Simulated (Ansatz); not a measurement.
## Ga: equation of state with PBEsol

Ga:

```xyz
2
Lattice="2.7784 0.0000 0.0000 0.0000 3.2816 0.0000 -1.3434 0.0000 3.9903" Properties=species:S:1:pos:R:3 pbc="T T T"
Ga   -0.6607    2.4612    3.0732
Ga    2.0957    0.8204    0.9171
```

This isn't the form of Ga at room conditions, which is orthorhombic.

```
Program             : Ansatz 0.2.0
Task                : equation of state
Functional          : PBEsol
Potentials or basis : all-electron LAPW, scalar-relativistic
Basis error allowed : 0.001 eV/atom
k mesh              : 10 × 8 × 7
Occupations         : fermi-dirac, width 0.05 eV
Spin                : no spin polarisation
```

```yaml
Equilibrium_volume: 17.99 Å³/atom
Bulk_modulus_at_fixed_shape_and_positions: 60 GPa
Pressure_derivative_of_the_bulk_modulus: 4.8
```

Energy against volume, from the lowest point:
```csv
volume (Å³/atom),energy (meV/atom)
17.100,8.99
17.463,2.84
17.827,0.00
18.191,0.11
18.555,2.81
18.919,7.82
19.283,14.93
```

All runs of the series together: 2.8 min on 1 thread of AMD EPYC 7R43 64-Core Processor (Zen 3) (shared host).

Caveat: the cell was scaled at fixed shape and fractional positions, which overstates the stiffness of a crystal with free parameters, most of all of layers and chains.
